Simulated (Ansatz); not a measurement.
# C under changes of volume

One of the cells (9.153 Å³/atom); the others are scaled copies at fixed shape and fractional positions:

```
C
1.0
     2.12732   -1.22828    0.00000
     2.12732    1.22828    0.00000
    -1.37907    0.00000    3.50283
C
2
Direct
  0.16664 0.16664 0.99991
  0.83336 0.83336 0.00009
```

This is a stacking variant of graphite.

```yaml
Program: Ansatz 0.2.0
Functional: PBEsol
Potentials_or_basis: all-electron LAPW, scalar-relativistic
Cutoff: 529 eV (chosen from the basis error)
Basis_error_allowed: 0.001 eV/atom
k_mesh: 13 × 13 × 8
Occupations: fermi-dirac, width 0.05 eV
Spin: no spin polarisation
```

```tsv
volume (Å³/atom)	energy over the lowest point (meV/atom)	pressure (GPa)	gap on the mesh (eV)
8.604	33.63	19.6	0.94
8.787	15.17	12.8	0.93
8.970	?	?	?
9.153	0.00	0.9	0.92
9.336	2.04	-4.4	0.91
9.519	9.77	-9.1	0.90
9.702	22.68	-13.4	0.90
```

What does the run at 8.970 Å³/atom give?

Energy over the lowest point 4.18 meV/atom; pressure 6.5 GPa; gap on the mesh 0.92 eV.

Worked out: A Birch-Murnaghan fit of order 3 (a polynomial in V^(-2/3)) to the other rows has its minimum at 9.18 Å³/atom with B0 = V·E''(V) = 269 GPa and B' = 3.6 at fixed shape and positions, which overstates the stiffness. It gives 4.18 meV/atom at 8.970 Å³/atom, against the run's 4.18, and -dE/dV = 6.6 GPa, against 6.5. A straight line through the other rows of the gap, of slope -0.347 eV per unit of ln V, gives 0.92 eV, against the run's 0.92.

Energies are extrapolated to zero smearing.

Caveats: an odd mesh through Γ misses points on the zone boundary, where band edges often lie; this functional lacks dispersion, which binds the layers, so the pressure and a relaxed spacing across them are unreliable.
